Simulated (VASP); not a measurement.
ZnO: relaxation of cell and atoms with PBE

The system is ZnO.

```
CELL_PARAMETERS angstrom
3.24931 0.00000 0.00000
-1.62465 2.81398 0.00000
0.00000 0.00000 5.20571
ATOMIC_POSITIONS crystal
Zn 0.33333 0.66667 0.50000
Zn 0.66667 0.33333 0.00000
O 0.66667 0.33333 0.37901
O 0.33333 0.66667 0.87901
```

```json
{"Program": "VASP 6.6.1", "Task": "relaxation of cell and atoms", "Functional": "PBE", "Potentials or basis": "VASP PAW PBE potentials, release 64 (Zn, O)", "Cutoff": "600 eV", "k mesh": "9 × 9 × 5", "Occupations": "gaussian, width 0.03 eV", "Spin": "no spin polarisation", "Further INCAR settings": "ALGO = Normal; EDIFF = 1e-06; IBRION = 2; EDIFFG = -0.01; NSW = 90; ISIF = 3"}
```

```yaml
Relaxed_volume: 12.39 Å³/atom
Relaxed_cell: a = 3.286 Å, b = 3.286 Å, c = 5.300 Å, α = 90.00°, β = 90.00°, γ = 120.00°
Space_group_after_relaxing_to_0.05_Å: P6_3mc (No. 186)
Energy_gained_by_relaxing: 8.9 meV/atom
Ionic_steps: 14
Pressure_after_relaxing: 0.1 GPa
Band_gap_on_the_k_mesh: 0.72 eV, direct
```

Forces in eV/Å, atoms in the order of the input:
```
Zn   0.000  0.000  0.003
Zn   0.000  0.000  0.003
O    0.000  0.000 -0.003
O    0.000  0.000 -0.003
```

Step by step:
```tsv
step	energy change (eV)	largest force (eV/Å)	pressure (GPa)	volume (Å³)
1	0.0000	0.0741	5.83	47.60
2	-0.0270	0.0268	-2.61	50.64
3	-0.0357	0.0011	-0.01	49.59
4	-0.0357	0.0022	-0.06	49.63
5	-0.0357	0.0108	-0.01	49.62
6	-0.0357	0.0152	-0.10	49.62
7	-0.0358	0.0116	-0.01	49.57
8	-0.0357	0.0100	0.08	49.54
9	-0.0357	0.0103	0.14	49.54
10	-0.0358	0.0109	0.11	49.56
11	-0.0358	0.0125	0.00	49.56
12	-0.0358	0.0103	0.12	49.56
13	-0.0358	0.0121	0.06	49.56
14	-0.0358	0.0025	0.06	49.57
```

Final structure:
```
Zn O
1.0
     3.28636    0.00000    0.00000
    -1.64318    2.84607    0.00000
     0.00000    0.00000    5.29982
Zn O
2 2
Cartesian
  0.0000 1.8974 2.6489
  1.6432 0.9487 5.2988
  1.6432 0.9487 2.0097
  0.0000 1.8974 4.6596
```

Levels at points of the mesh, in eV from the valence-band top:
```csv
k point,band 16,band 17,band 18,band 19,band 20,band 21
"(0.00, 0.00, 0.00)",-0.08,0.00,0.00,0.72,5.07,8.06
```

Wall time 110 s on 1 thread of Intel(R) Xeon(R) 6975P-C (Granite Rapids), with other jobs on the host, peak memory 0.2 GiB.

PBE gaps usually lie below the measured ones, often by a third to a half. Zero-point motion and thermal expansion aren't in these numbers.
